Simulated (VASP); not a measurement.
# SnTe: electric field gradients with PBE

The system is SnTe.

```
Te Sn
1.0
     0.00000    3.15085    3.15085
     3.15085    0.00000    3.15085
     3.15085    3.15085    0.00000
Te Sn
1 1
Direct
  0.50000 0.50000 0.50000
  0.00000 0.00000 0.00000
```

| Item | Value |
| --- | --- |
| Program | VASP 6.6.1 |
| Task | electric field gradients |
| Functional | PBE |
| Potentials or basis | VASP PAW PBE potentials, release 64 (Te, Sn_d) |
| Cutoff | 520 eV |
| k mesh | 7 × 7 × 7 |
| Occupations | gaussian, width 0.02 eV |
| Spin | no spin polarisation |
| Further INCAR settings | ALGO = Normal; EDIFF = 1e-08 |

```yaml
Pressure: 2.2 GPa
```

Levels at points of the mesh, in eV from the Fermi level:
```tsv
k point	band 6	band 7	band 8	band 9	band 10	band 11	band 12	band 13	band 14
(0.00, 0.00, 0.00)	-12.72	-4.59	-2.06	-2.06	-2.06	3.44	3.44	3.44	4.84
```

Electric field gradients, principal values (V/Å²):
```tsv
atom	Vxx	Vyy	Vzz
1 Te	0.000	0.000	0.000
2 Sn	0.002	0.002	-0.004
```

It took 11 s on 1 thread of Intel(R) Xeon(R) 6975P-C (Granite Rapids), with other jobs on the host, peak memory 0.21 GiB.

Caveat: this odd mesh misses L, where the gap lies, so gap, dielectric constants and Born charges aren't listed. The run has no spin-orbit coupling, so splittings on Te are missing.
